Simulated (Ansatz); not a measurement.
Method: Ansatz 0.2.0, DFT PBE, scalar-relativistic, plane waves, PAW. All cells share a 420 eV cutoff and Γ-centred k meshes spaced at most about 0.3 Å⁻¹ (2π included). No spin polarisation.

Energies over the elements count from the elements' standard structures at the same level, with no fitted energy shifts. The references include grey tin.

These are static total energies at zero pressure. No dispersion correction is applied, so the spacing and binding between layers, chains or molecules are poorly described (I4/mcm, Pnma), and this can change margins and order among such cells. Kohn–Sham gaps at this level usually fall short of measured ones. The reference form of Se is held partly by dispersion forces, which this level lacks.

The competitors are the elements and 2 reference phases of this chemical system (from databases or known types: SnSe, SnSe2), relaxed at the same level; other known phases may be missing.

Task: Suggest a crystal containing Sn and Se that lies within 0.1 eV/atom of the hull of database phases or under it, with a gap near 1.2 eV.

Result: SnSe, space group I4/mcm (No. 140), at -0.352 eV/atom against the elements, with a gap of 1.17 eV on its mesh. Sn has 2 Se at 2.78 Å and 2 Se at 3.06 Å; Se is surrounded by 2 Sn at 2.78 Å and 2 Sn at 3.06 Å.

```xyz
8
Lattice="-5.4328 5.4328 3.0606 5.4328 -5.4328 3.0606 5.4328 5.4328 -3.0606" Properties=species:S:1:pos:R:3 pbc="T T T"
Sn   -1.3471    4.0857    3.0606
Sn    6.7799    1.3471    0.0000
Sn    1.3471    4.0857    0.0000
Sn    4.0857    1.3471    3.0606
Se    1.4271    4.0057    3.0606
Se    4.0057    1.4271    0.0000
Se    4.0057   -1.4271    3.0606
Se    1.4271    6.8599    0.0000
```

The lowest competing phase:

```tsv
phase	space group	source	share of atoms	ΔE_f (eV/atom)
SnSe	Pnma (No. 62)	Materials Project	1.0000	-0.438
```

The candidate lies 86 meV/atom above it (87 meV/atom from unrounded values). The candidate matches no cell in the subsets of the Crystallography Open Database and the Materials Project at hand. It is metastable at best. Whether it is a true minimum wasn't tested by phonons. The answer needn't be unique; the calculation gave this one.
